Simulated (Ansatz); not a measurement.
Space group P6_3/mmc (No. 194). a = 2.456 Å, b = 2.456 Å, c = 3.969 Å, α = 90.00°, β = 90.00°, γ = 120.00°
```json
{"atom": "Co", "site": "2d", "symmetry": "-6m2", "x": "0.6667", "y": "0.3333", "z": "0.2500"}
```

Equation of state of this Co structure (not necessarily the ground state), with shape and atoms relaxed at each volume where symmetry leaves them free. It has no gap at any of these volumes. These are results of DFT PBEsol, scalar-relativistic, plane waves, PAW (Ansatz), not measurements.

Settings: cutoff 420 eV, Γ-centred mesh 18×18×10 on the computed 2-atom cell, Gaussian smearing of 0.10 eV; collinear spin.

| V (Å³/atom) | E − E(largest V) (meV/atom) | P (GPa) |
| --- | --- | --- |
| 9.127 | 79.97 | 42.39 |
| 9.438 | 10.60 | 29.19 |
| 9.749 | -34.89 | 17.82 |
| 10.060 | -59.84 | 8.14 |
| 10.371 | -67.48 | 0.01 |
| 10.683 | -60.68 | -6.85 |
| 10.994 | -41.51 | -12.67 |
| 11.409 | 0.00 | -18.92 |

Task: Fit a third-order Birch–Murnaghan equation to E(V).

Result: V0 = 10.37 Å³/atom, B0 = 249 GPa, B0' = 4.6.